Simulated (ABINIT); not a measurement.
PbSe (Clausthalite):

```
Pb Se
1.0
     0.00000    3.06065    3.06065
     3.06065    0.00000    3.06065
     3.06065    3.06065    0.00000
Pb Se
1 1
Direct
  0.00000 0.00000 0.00000
  0.50000 0.50000 0.50000
```

Base run:

```yaml
Program: ABINIT 10.8.3 (patched build)
Functional: PBE
Potentials_or_basis: JTH PAW PBE v2.0 sp
Cutoff: 408 eV
k_mesh: 8 × 8 × 8
Occupations: fermi-dirac, width 0.05 eV
Spin: no spin polarisation
```

Its results: band gap on the k mesh 0.31 eV, direct; pressure 2.4 GPa.

Q: The run is repeated on the same cell with these changes: functional from PBE to SOGGA. What comes out?

A: Band gap on the k mesh 0.18 eV, direct; pressure -1.2 GPa.

SOGGA binds more tightly than PBE, so the same cell stands under less pressure.

Caveats: spin-orbit coupling is left out, which as a rule narrows the gap of such compounds by several tenths of an eV; this set keeps more shells in the core, which shifts pressures and gaps; the PAW data sets were made with another functional, which shifts forces and pressure a little (some runs).

Not every run made on this cell is shown here.
